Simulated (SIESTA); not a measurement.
Crystal: Li2Se.

```
CELL_PARAMETERS angstrom
0.00000 3.00250 3.00250
3.00250 0.00000 3.00250
3.00250 3.00250 0.00000
ATOMIC_POSITIONS crystal
Se 0.00000 0.00000 0.00000
Li 0.75000 0.75000 0.75000
Li 0.25000 0.25000 0.25000
```

Base run:

| Property | Result |
| --- | --- |
| Program | SIESTA 5.4.2 |
| Functional | BLYP |
| Potentials or basis | PseudoDojo 0.4 standard (PBE files) |
| Basis | DZP (energy shift 0.003 Ry; two zetas on semicore shells) |
| Grid cutoff | 800 Ry |
| Energy shift | 0.003 Ry |
| k mesh | 8 × 8 × 8 |
| Occupations | fermi-dirac, width 0.05 eV |
| Spin | no spin polarisation |

Its results: band gap on the k mesh 3.46 eV, indirect (least direct gap 3.70 eV); pressure 1.3 GPa.

Problem. The run is repeated on the same cell with these changes: functional from BLYP to PBE. What comes out?

Solution. Band gap on the k mesh 3.11 eV, indirect (least direct gap 3.42 eV); pressure 0.4 GPa.

PBE binds more tightly than BLYP, so the same cell stands under less pressure.

Caveats: the basis of atomic orbitals isn't converged, which shifts pressures, moduli and gaps; the potentials were made for another functional, which shifts forces and pressure (some runs).

Not every run made on this cell is shown here.
